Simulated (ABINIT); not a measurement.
Input of an ABINIT 10.8.3 (patched build) run:

The input run.abi:

```
ndtset 7
getwfk -1
scalecart1 3*0.9795861087
scalecart2 3*0.9864848297
scalecart3 3*0.9932883884
scalecart4 3*1.0000000000
scalecart5 3*1.0066227096
scalecart6 3*1.0131594038
scalecart7 3*1.0196128224

pp_dirpath "./"
pseudos "Pb.GGA_PBE-JTH.xml"

acell 3.5002068511 3.5002068511 3.5002068511 Angstrom
rprim
     0.0000000000     0.7071067812     0.7071067812
     0.7071067812     0.0000000000     0.7071067812
     0.7071067812     0.7071067812     0.0000000000
ntypat 1
znucl 82
natom 1
typat 1
xred
     0.0000000000     0.0000000000     0.0000000000

ecut 17.0
pawecutdg 34.0

kptopt 1
ngkpt 9 9 9
nshiftk 1
shiftk 0.0 0.0 0.0

ixc -150130

nband 11
occopt 3
tsmear 0.05 eV

nstep 100
tolvrs 1.0e-9

iomode 3
prtwf 1
prtden 0
prteig 0
prtebands 0
```

Potentials or basis: JTH PAW PBE v2.0.

Launch:

```bash
$ abinit run.abi > log 2>&1
```

Predict the equilibrium volume.

29.50 Å³/atom (rough: see the caveat).

What does it give for the bulk modulus?

56 GPa (rough).

Energy against volume, from the lowest point:
```csv
volume (Å³/atom),energy (meV/atom)
28.503,6.18
29.110,0.00
29.716,0.18
30.323,3.28
30.929,9.85
31.535,20.14
32.142,32.34
```

Caveat: the cutoff is too short for stress, so the log's stress isn't used; pressures at fixed basis lie under the slope of the energies; the fit is doubtful: noisy points or a state that changes with volume; the PAW data sets were made with another functional, which shifts forces and pressure a little. Spin-orbit coupling is left out, which matters for the levels of Pb.
